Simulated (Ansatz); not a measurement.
Strain response of AlNi₃

The calculation used Ansatz 0.2.0, DFT PBE, scalar-relativistic, plane waves, PAW. Run with 420 eV cutoff, 14×14×14 k-mesh, Gaussian smearing of 0.10 eV, collinear spin.

The relaxed crystal:

```yaml
crystal:
  lattice:
    - [3.56668, 0.00000, 0.00000]
    - [0.00000, 3.56668, 0.00000]
    - [0.00000, 0.00000, 3.56668]
  atoms:
    - { symbol: Al, position: [0.00000, 0.00000, 0.00000] }
    - { symbol: Ni, position: [0.00000, 0.50000, 0.50000] }
    - { symbol: Ni, position: [0.50000, 0.00000, 0.50000] }
    - { symbol: Ni, position: [0.50000, 0.50000, 0.00000] }
```

Deformation: all cell vectors scaled alike, the atoms relaxed, all within the symmetry that the strain leaves. Energies are extrapolated to zero smearing.

| strain (%) | ΔE (meV/atom) | a (Å) | b (Å) | c (Å) | moment (μB/cell) |
| --- | --- | --- | --- | --- | --- |
| -3.0 | 58.3 | 3.460 | 3.460 | 3.460 | 0.69 |
| -2.0 | 24.9 | 3.495 | 3.495 | 3.495 | 0.71 |
| -1.0 | 6.0 | 3.531 | 3.531 | 3.531 | 0.73 |
| +0.0 | 0.0 | 3.567 | 3.567 | 3.567 | 0.74 |
| +1.0 | 5.6 | 3.602 | 3.602 | 3.602 | 0.75 |
| +2.0 | 21.7 | 3.638 | 3.638 | 3.638 | 0.76 |
| +3.0 | 47.0 | 3.674 | 3.674 | 3.674 | 0.77 |

Question: What stiffness (1/V) d²E/dε² at zero strain does a cubic fit over all points give?

Answer: A cubic fit gives (1/V) d²E/dε² = 1653 GPa at zero strain (nine times the bulk modulus at fixed shape).